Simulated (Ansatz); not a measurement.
## BiTe (P-3m1)

The calculation used DFT PBEsol, scalar-relativistic, plane waves, PAW (Ansatz 0.2.0).

Settings: cutoff 420 eV, Γ-centred mesh 12×12×2 on the computed 12-atom cell, Gaussian smearing of 0.02 eV; no spin polarisation.

The structure is relaxed at this level of theory with its symmetry kept. Whether it is the stable form of this composition wasn't checked.

```
Bi Te
1.0
     4.41378    0.00000    0.00000
    -2.20689    3.82245    0.00000
     0.00000    0.00000   23.94336
Bi Te
6 6
Direct
  0.00000 0.00000 0.12513
  0.00000 0.00000 0.87487
  0.33333 0.66667 0.29163
  0.66667 0.33333 0.70837
  0.66667 0.33333 0.46503
  0.33333 0.66667 0.53497
  0.33333 0.66667 0.05399
  0.66667 0.33333 0.94601
  0.66667 0.33333 0.20886
  0.33333 0.66667 0.79114
  0.00000 0.00000 0.36358
  0.00000 0.00000 0.63642
```

Q: Formation energy from the elements' standard states (uncorrected)?

A: -0.188 eV/atom.

Q: Kohn–Sham band gap?

A: 0.08 eV.

Q: Löwdin character of the top 1 eV of the valence band?

A: Te 5p 49 %, Bi 6p 42 %.

Q: Löwdin character of the lowest 1 eV of the conduction band?

A: Bi 6p 63 %, Te 5p 27 %.

Spin-orbit coupling is left out, which matters for the bands of heavy elements.

Cost: 1 run of about 12 core-minutes, on Arm Neoverse V2 (shared hosts).